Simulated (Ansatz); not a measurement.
Base system: InN in the wurtzite structure (space group P6_3mc, No. 186; a = 3.547 Å, c = 5.723 Å). Axes: x lies along a and z along c of the hexagonal cell.

Computed with Ansatz (a quantum-chemistry and plane-wave program) r2SCAN, scalar-relativistic without spin-orbit coupling.

For the base:

- Pressure = 0.00 GPa
- Shortest interatomic distance = 2.161 Å

Perturbation: compressive biaxial strain of 0.48 % in the plane normal to [001], as in epitaxy on a mismatched substrate; the out-of-plane cell vector and the atoms relax.

Task: What does the calculation give for the pressure after the change?

Result: The pressure (mean of the normal stresses, compression positive) goes from zero to 0.85 GPa.

Task: How does this affect the shortest interatomic distance?

Result: The shortest interatomic distance shrinks by 0.005 Å to 2.156 Å.

No phonon test of stability was made.
